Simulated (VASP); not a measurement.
Crystal: BN.

```
B N
1.0
     2.55619    0.00000    0.00000
     0.00000    3.61500    0.00000
     0.00000    0.00000    2.57549
B N
2 2
Direct
  0.00000 0.00000 0.00000
  0.50000 0.50000 0.50000
  0.00000 0.25000 0.50000
  0.50000 0.75000 0.00000
```

The cell was built by a generator and isn't the measured one.

Base run:

- Program: VASP 6.6.1
- Functional: r2SCAN
- Potentials or basis: VASP PAW PBE potentials, release 64 (B, N)
- Cutoff: 520 eV
- k mesh: 9 × 7 × 9
- Occupations: gaussian, width 0.02 eV
- Spin: no spin polarisation

Its results: band gap on the k mesh 4.89 eV; pressure -3.5 GPa; largest force 0.004 eV/Å.

**Question.** After a change of settings the same cell gave: band gap on the k mesh 6.46 eV; pressure -8.4 GPa; largest force 0.009 eV/Å. Which change was it?
A. functional from r2SCAN to HSE06; k mesh from 9 × 7 × 9 to 8 × 6 × 8
B. functional from r2SCAN to PBE; further incar settings from ALGO = Normal; EDIFF = 1e-06 to ALGO = Fast; EDIFF = 1e-06
C. functional from r2SCAN to PBE0; k mesh from 9 × 7 × 9 to 7 × 5 × 7

**Answer.** C.

Caveats: the PAW data sets were made with another functional, which shifts forces and pressure a little.
